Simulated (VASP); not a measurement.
# Be (P6_3/mmc) in VASP: settings compared, part 3 of 3

VASP 6.6.1. Earlier steps stand in the parts before.

### 6 Relaxation of shape and atoms at fixed volume, PBEsol (a relaxed cell with its volume scaled by 0.94)

INCAR reads:

```
PREC     = Accurate       # precision mode
ENCUT    = 600            # plane-wave cutoff, eV
EDIFF    = 1E-7           # SCF threshold, eV
ISMEAR   = 1              # smearing method
SIGMA    = 0.1            # smearing width, eV
LREAL    = F              # projectors in reciprocal space
LASPH    = T              # aspherical terms in the spheres
NELM     = 80             # most SCF steps
ALGO     = Fast           # electronic algorithm
ISIF     = 4              # what is computed and relaxed
LWAVE    = F              # write WAVECAR
LCHARG   = F              # write CHGCAR
GGA      = PS             # functional
IBRION   = 2              # ionic algorithm
NSW      = 40             # ionic steps
EDIFFG   = -0.01          # ionic threshold
```

KPOINTS reads:

```
regular mesh
0
Gamma
  18 18 10
```

POSCAR reads:

```
Be                                      
1.0
    2.2082797577      0.0000000000      0.0000000000
   -1.1041398789      1.9124263689      0.0000000000
    0.0000000000      0.0000000000      3.4948866336
  Be            
     2
Direct
     0.3333333332999970    0.6666666667000030    0.2500000000000000
     0.6666666667000030    0.3333333332999970    0.7500000000000000
```

Potentials or basis: VASP PAW PBE potentials, release 64 (Be).

Command:

```console
$ cat potpaw_PBE.64/Be/POTCAR > POTCAR
$ mpirun -np 1 vasp_std > vasp.out
```

OUTCAR:

```text
PREC = Accurate
   ENCUT = 600
   EDIFF = 1E-7
   ISMEAR = 1
   LREAL = F
   LASPH = T
   NELM = 80
   ISIF = 4
   GGA = PS
   IBRION = 2
   NSW = 40
   EDIFFG = -0.01

 ion  position               nearest neighbor table
   1  0.333  0.667  0.250-   2 2.16   2 2.16   2 2.16   2 2.16   2 2.16   2 2.16
   2  0.667  0.333  0.750-   1 2.16   1 2.16   1 2.16   1 2.16   1 2.16   1 2.16

  LATTYP: Found a hexagonal cell.
 ALAT       =     2.2082797577
 C/A-ratio  =     1.5826285693

  Lattice vectors:

 A1 = (   2.2082797577,   0.0000000000,   0.0000000000)
 A2 = (  -1.1041398789,   1.9124263689,   0.0000000000)
 A3 = (   0.0000000000,   0.0000000000,   3.4948866336)

Analysis of symmetry for initial positions (statically):
=====================================================================
 Subroutine PRICEL returns:
 Original cell was already a primitive cell.

 Routine SETGRP: Setting up the symmetry group for a
 hexagonal supercell.

 Subroutine GETGRP returns: Found 24 space group operations
 (whereof 12 operations were pure point group operations)
 out of a pool of 24 trial point group operations.

The static configuration has the point symmetry D_3d.
 The point group associated with its full space group is D_6h.

Analysis of symmetry for dynamics (positions and initial velocities):
=====================================================================
 Subroutine PRICEL returns:
 Original cell was already a primitive cell.

 Routine SETGRP: Setting up the symmetry group for a
 hexagonal supercell.

 Subroutine GETGRP returns: Found 24 space group operations
 (whereof 12 operations were pure point group operations)
 out of a pool of 24 trial point group operations.

The dynamic configuration has the point symmetry D_3d.
 The point group associated with its full space group is D_6h.

 Subroutine INISYM returns: Found 24 space group operations
 (whereof 12 operations are pure point group operations),
 and found     1 'primitive' translations

----------------------------------------------------------------------------------------

                                     Primitive cell

  volume of cell :      14.7595

  direct lattice vectors                    reciprocal lattice vectors
     2.208279758  0.000000000  0.000000000     0.452841175  0.261447974  0.000000000
    -1.104139879  1.912426369  0.000000000     0.000000000  0.522895948  0.000000000
     0.000000000  0.000000000  3.494886634     0.000000000  0.000000000  0.286132314

  length of vectors
     2.208279758  2.208279758  3.494886634     0.522895948  0.522895948  0.286132314

  position of ions in fractional coordinates (direct lattice)
     0.333333333  0.666666667  0.250000000
     0.666666667  0.333333333  0.750000000

  ion indices of the primitive-cell ions
   primitive index   ion index
                 1           1
                 2           2

[... 109 lines left out ...]
 NGX is ok and might be reduce to    18
   NGX =  9   NGY =  9   NGZ = 13

--------------------------------------- Ionic step        1  -------------------------------------------

 number of electron       4.0000000 magnetization

 Free energy of the ion-electron system (eV)
  ---------------------------------------------------
  ext. energy  EPLUGINS =         0.00000000
  ---------------------------------------------------
  free energy    TOTEN  =        -7.96847541 eV

  energy without entropy =       -7.96830483  energy(sigma->0) =       -7.96841855

------------------------ aborting loop because EDIFF is reached ----------------------------------------

  FORCE on cell =-STRESS in cart. coord.  units (eV):
  Direction    XX          YY          ZZ          XY          YZ          ZX
  --------------------------------------------------------------------------------------
  -------------------------------------------------------------------------------------
  Total        0.7628907      0.7628907      0.8496011     -0.0000000     -0.0000000      0.0000000
  in kB       82.8134744     82.8134744     92.2260822     -0.0000000     -0.0000000      0.0000000
  external PRESSURE =      85.9510103 kB  Pullay stress =       0.0000000 kB

 VOLUME and BASIS-vectors are now :
 -----------------------------------------------------------------------------
  energy-cutoff  :      600.00
  volume of cell :       14.76
      direct lattice vectors                 reciprocal lattice vectors
     2.208279758  0.000000000  0.000000000     0.452841175  0.261447974  0.000000000
    -1.104139879  1.912426369  0.000000000     0.000000000  0.522895948  0.000000000
     0.000000000  0.000000000  3.494886634     0.000000000  0.000000000  0.286132314

 POSITION                                       TOTAL-FORCE (eV/Angst)
 -----------------------------------------------------------------------------------
     -0.00000      1.27495      0.87372         0.000000     -0.000000      0.000000
      1.10414      0.63748      2.62116        -0.000000      0.000000      0.000000
 -----------------------------------------------------------------------------------
    total drift:                                0.000000     -0.000000      0.000000

  FREE ENERGIE OF THE ION-ELECTRON SYSTEM (eV)
  ---------------------------------------------------
  free  energy   TOTEN  =        -7.9684754094 eV

  energy  without entropy=       -7.9683048278  energy(sigma->0) =       -7.96841855

--------------------------------------- Ionic step        2  -------------------------------------------

 number of electron       4.0000000 magnetization

 Free energy of the ion-electron system (eV)
  ---------------------------------------------------
  ext. energy  EPLUGINS =         0.00000000
  ---------------------------------------------------
  free energy    TOTEN  =        -7.96853593 eV

  energy without entropy =       -7.96835640  energy(sigma->0) =       -7.96847609

 E-fermi :   7.7683     XC(G=0): -10.8365

 val. band max:        7.6220342852   @ k =   0.2778   0.2778   0.1000
 cond. band min:       7.7726411997   @ k =   0.3333   0.2778   0.3000
 fundamental gap:      0.1506069145
 Fermi energy:         7.7683373871

 k-point     1 :       0.0000    0.0000    0.0000
  band No.  band energies     occupation
      1      -4.1311      2.00000
      2       2.8078      2.00000
      3       8.8373     -0.00000
      4      24.6222      0.00000
      5      24.6222      0.00000
      6      27.5686      0.00000
[... 199 lines left out ...]
 k-point    24 :       0.3889    0.1111    0.0000
  band No.  band energies     occupation
      1       1.8487      2.00000
      2       5.6237      2.00000
      3      10.6791      0.00000
      4      13.5064      0.00000
      5      15.1755      0.00000
      6      15.8353      0.00000

 [... further k-points ...]

------------------------ aborting loop because EDIFF is reached ----------------------------------------

  FORCE on cell =-STRESS in cart. coord.  units (eV):
  Direction    XX          YY          ZZ          XY          YZ          ZX
  --------------------------------------------------------------------------------------
  -------------------------------------------------------------------------------------
  Total        0.7895659      0.7895659      0.7899119     -0.0000000      0.0000000      0.0000000
  in kB       85.7091198     85.7091199     85.7466822     -0.0000000      0.0000000      0.0000000
  external PRESSURE =      85.7216406 kB  Pullay stress =       0.0000000 kB

 VOLUME and BASIS-vectors are now :
 -----------------------------------------------------------------------------
  energy-cutoff  :      600.00
  volume of cell :       14.76
      direct lattice vectors                 reciprocal lattice vectors
     2.206741239 -0.000000000  0.000000000     0.453156891  0.261630253  0.000000000
    -1.103370620  1.911093973  0.000000000     0.000000000  0.523260506  0.000000000
     0.000000000 -0.000000000  3.499761535     0.000000000  0.000000000  0.285733754

 POSITION                                       TOTAL-FORCE (eV/Angst)
 -----------------------------------------------------------------------------------
     -0.00000      1.27406      0.87494        -0.000000      0.000000      0.000000
      1.10337      0.63703      2.62482         0.000000     -0.000000      0.000000
 -----------------------------------------------------------------------------------
    total drift:                                0.000000     -0.000000      0.000000

  FREE ENERGIE OF THE ION-ELECTRON SYSTEM (eV)
  ---------------------------------------------------
  free  energy   TOTEN  =        -7.9685359294 eV

  energy  without entropy=       -7.9683564032  energy(sigma->0) =       -7.96847609

 reached required accuracy - stopping structural energy minimisation
```

It took 10 s on 1 thread of Intel Xeon 6975P-C (Granite Rapids), shared host; peak memory 0.13 GiB.

Results:

```yaml
Free_energy: -7.9685 eV
Energy_gained_by_relaxing: 0.0 meV/atom
Ionic_steps: 2
Pressure_after_relaxing: 8.6 GPa
Band_gap_on_the_k_mesh: none (metal or under the smearing width)
```

Final structure:
```cif
data_structure
_symmetry_space_group_name_H-M 'P 1'
_symmetry_Int_Tables_number 1
_cell_length_a 2.2067
_cell_length_b 2.2067
_cell_length_c 3.4998
_cell_angle_alpha 90.000
_cell_angle_beta 90.000
_cell_angle_gamma 120.000
_cell_volume 14.76
loop_
_atom_site_label
_atom_site_type_symbol
_atom_site_fract_x
_atom_site_fract_y
_atom_site_fract_z
_atom_site_occupancy
Be1 Be 0.33333 0.66667 0.25000 1
Be2 Be 0.66667 0.33333 0.75000 1
```

Caveat: the PAW data sets were made with another functional, which shifts forces and pressure a little.

### 7 The runs side by side

| task | level | cell | target pressure | gap on the mesh (eV) | pressure (GPa) |
| --- | --- | --- | --- | --- | --- |
| relaxation of cell and atoms | r2SCAN | relaxed to 94.7 GPa | 94.7 GPa | none | 94.7 |
| relaxation of cell and atoms | PBEsol | relaxed | - | none | 0.1 |
| relaxation of shape and atoms at fixed volume | PBEsol | atoms relaxed at fixed volume from: a relaxed cell with its volume scaled by 0.94 | - | none | 8.6 |

Alike in all rows: potentials or basis VASP PAW PBE potentials, release 64 (Be); no spin polarisation; k mesh 18 × 18 × 10; cutoff (eV) 600; smearing methfessel-paxton 0.1 eV.

Caveats: the PAW data sets were made with another functional, which shifts forces and pressure a little; the relaxation stopped at its first step, so nothing moved (some runs); the cell is relaxed towards a set pressure, so the enthalpy falls and the energy may rise (some runs).

Absolute energies hang on the potentials; compare differences alone.
